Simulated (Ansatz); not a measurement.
# Mg2S3: the cost of one run

Program: Ansatz 0.2.0. Level of theory: DFT PBE, scalar-relativistic, plane waves, PAW, unless a step names another level. These are calculated values, not measurements.

## (1) The starting structure

It takes space group R-3m (No. 166, trigonal). Conventional cell: a = 3.864 Å, b = 3.864 Å, c = 22.751 Å, α = 90.00°, β = 90.00°, γ = 120.00°. Mg (site symmetry 3m) has 6 S at 2.55 to 2.70 Å as nearest neighbours. S (site symmetry -3m) has 6 Mg at 2.70 Å as nearest neighbours. S (site symmetry 3m) has 1 S at 2.10 Å and 3 Mg at 2.55 Å as nearest neighbours.

Structure file:

```
Mg S
1.0
     1.93192    1.11539    7.58351
    -1.93192    1.11539    7.58351
     0.00000   -2.23079    7.58351
Mg S
2 3
Direct
  0.26677 0.26677 0.26677
  0.73323 0.73323 0.73323
  0.00000 0.00000 0.00000
  0.45382 0.45382 0.45382
  0.54618 0.54618 0.54618
```

It came out lowest among 34 distinct ends of the trial cells. At a tolerance of 0.02 Å it has space group R-3m (No. 166).

## (2) Relaxing to 0.001 eV/Å, on the response runs' mesh and smearing

File input.yaml:

```yaml
crystal:
  lattice:
    - [1.9319197549, 1.1153943905, 7.5835075721]
    - [-1.9319197549, 1.1153943905, 7.5835075721]
    - [0.0, -2.230788781, 7.5835075721]
  atoms:
    - { symbol: Mg, position: [0.2667684222, 0.2667684222, 0.2667684222] }
    - { symbol: Mg, position: [0.7332315778, 0.7332315778, 0.7332315778] }
    - { symbol: S, position: [0.0, 0.0, 0.0] }
    - { symbol: S, position: [0.4538178359, 0.4538178359, 0.4538178359] }
    - { symbol: S, position: [0.5461821641, 0.5461821641, 0.5461821641] }
basis:
  ecutwfc: 420
kpoints:
  mp_grid: { grid: [12, 12, 12] }
hamiltonian:
  xc: pbe
scf:
  occupations: { method: fixed }
output:
  forces: true
  stress: true
  eigenvalues: true
relax:
  adjacent_minimum: "off"
  f_tol: 0.001
  max_steps: 60
  cell: { stress_tol: 0.01 }
```

Command:

```bash
> ansatz run input.yaml --threads 3 --pin off --max-ram 7680MiB --backend cpu --events-out ev --progress --plain --runs-dir out
```

**Question.** How long does this run take on 3 threads of Intel Xeon at 2.70GHz, shared host, and how much memory does it need?

About 32 s, with a peak of 0.67 GiB.
